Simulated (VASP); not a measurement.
## Ba: single point with PBE

Ba:

```xyz
1
Lattice="4.0574 0.0000 0.0000 -2.0287 3.5138 0.0000 0.0000 0.0000 4.4192" Properties=species:S:1:pos:R:3 pbc="T T T"
Ba    0.0000    0.0000    0.0000
```

This isn't the form of Ba at room conditions, which is bcc.

| Item | Value |
| --- | --- |
| Program | VASP 6.6.1 |
| Task | single point |
| Functional | PBE |
| Potentials or basis | VASP PAW PBE potentials, release 64 (Ba_sv) |
| Cutoff | 520 eV |
| k mesh | 15 × 15 × 14 |
| Occupations | gaussian, width 0.15 eV |
| Spin | no spin polarisation |
| Dipole correction | no |
| Further INCAR settings | ALGO = Fast; EDIFF = 1e-06; NBANDS = 11 |

| Quantity | Value |
| --- | --- |
| Pressure | 0.4 GPa |
| Band gap on the k mesh | none (metal or under the smearing width) |

Stress tensor (GPa, compression positive):
```
 1.78  0.00  0.00
 0.00  1.78  0.00
 0.00  0.00 -2.44
```

Levels at points of the mesh, in eV from the Fermi level:
| k point | band 1 | band 2 | band 3 | band 4 | band 5 | band 6 | band 7 | band 8 | band 9 | band 10 |
| --- | --- | --- | --- | --- | --- | --- | --- | --- | --- | --- |
| (0.00, 0.00, 0.00) | -28.96 | -14.03 | -13.74 | -13.74 | -2.60 | 0.12 | 1.98 | 1.98 | 4.78 | 4.78 |
| (0.00, 0.00, 0.50) | -28.95 | -14.31 | -13.72 | -13.72 | -1.23 | 0.30 | 2.21 | 2.21 | 3.71 | 3.71 |

Run time: 52 s on 1 thread of Intel(R) Xeon(R) 6975P-C (Granite Rapids), with other jobs on the host, peak memory 0.28 GiB.

Spin-orbit coupling is left out, which matters for the levels of Ba.
